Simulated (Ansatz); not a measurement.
Ni:

```xyz
1
Lattice="-1.3837 1.3837 1.3837 1.3837 -1.3837 1.3837 1.3837 1.3837 -1.3837" Properties=species:S:1:pos:R:3 pbc="T T T"
Ni    0.0000    0.0000    0.0000
```

This isn't the form of Ni at room conditions, which is fcc.

```yaml
Program: Ansatz 0.2.0
Task: relaxation of cell and atoms
Functional: PBEsol
Dispersion: D4
Potentials_or_basis: Ansatz PAW
Cutoff: "420 eV (not typed: the program's choice for these potentials)"
k_mesh: 13 × 13 × 13
Occupations: fermi-dirac, width 0.05 eV
Spin: collinear spin, ferromagnetic start
Starting_moments: "[1.0] μB"
```

At the start: volume 10.60 Å³/atom.

**Question.** Where does the relaxation end?

**Answer.** It ends after 5 steps and the volume is 10.30 Å³/atom (-2.8 %); space group Im-3m (No. 229, to 0.05 Å); moment 0.57 μB per cell.

The path:
```tsv
step	energy change (eV)	largest force (eV/Å)	volume (Å³)
1	0.0000	0.0000	10.60
2	-0.0043	0.0000	10.45
3	-0.0058	0.0000	10.30
4	-0.0058	0.0000	10.30
5	-0.0057	0.0000	10.30
```

Final structure:
```
CELL_PARAMETERS angstrom
-1.37081 1.37081 1.37081
1.37081 -1.37081 1.37081
1.37081 1.37081 -1.37081
ATOMIC_POSITIONS crystal
Ni 0.00000 0.00000 0.00000
```

Caveat: the plane-wave basis is chosen anew once the cell has moved, so the energies of steps on either side of that aren't comparable; pairwise dispersion overbinds metals, which lowers pressure and volume; the PAW data sets come from PBE, with cores solved anew for the run's functional, which leaves a small shift of forces and pressure.
